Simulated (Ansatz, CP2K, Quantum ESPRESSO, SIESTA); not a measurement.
# TiO2: programs and potentials compared

```
Ti O
1.0
     4.59984    0.00000    0.00000
     0.00000    4.59984    0.00000
     0.00000    0.00000    2.95921
Ti O
2 4
Direct
  0.00000 0.00000 0.50000
  0.50000 0.50000 0.00000
  0.30432 0.30432 0.50000
  0.19568 0.80432 0.00000
  0.80432 0.19568 0.00000
  0.69568 0.69568 0.50000
```

The cell is a database's computed one, not the measured one.

Alike in all runs: task band structure; functional LDA; k mesh 6 × 6 × 9; occupations fermi-dirac, width 0.05 eV; no spin polarisation; no spin-orbit coupling. LDA stands for any of its common fits. Pressure is positive in compression and, in plane waves, holds the error of the finite cutoff. Gaps are the smaller of the mesh's and the band path's.

```csv
program and potentials,plane-wave cutoff (eV),notes,band gap (eV),pressure (GPa),largest force (eV/Å)
"Quantum ESPRESSO, GBRV 1.5 LDA",612,-,?,?,?
"CP2K, GTH_POTENTIALS Ti GTH-PADE-q12, O GTH-PADE-q6; TZVP-MOLOPT-PBE-GTH basis",-,atomic basis,1.74,-8.61,0.162
"Ansatz, all-electron LAPW, scalar-relativistic",-,-,1.78,-8.80,0.127
"SIESTA, files PseudoDojo sr-lda-0.4.1-standard, DZP (energy shift 0.003 Ry; two zetas on semicore shells)",-,atomic basis,1.68,-5.34,0.056
```

Problem. Estimate from the other rows what the run with Quantum ESPRESSO, GBRV 1.5 LDA gave.

Solution. Band gap 1.78 eV; pressure -8.31 GPa; largest force 0.111 eV/Å. The other rows, which needn't bracket it: band gap 1.68 to 1.78; pressure -8.80 to -5.34; largest force 0.056 to 0.162.
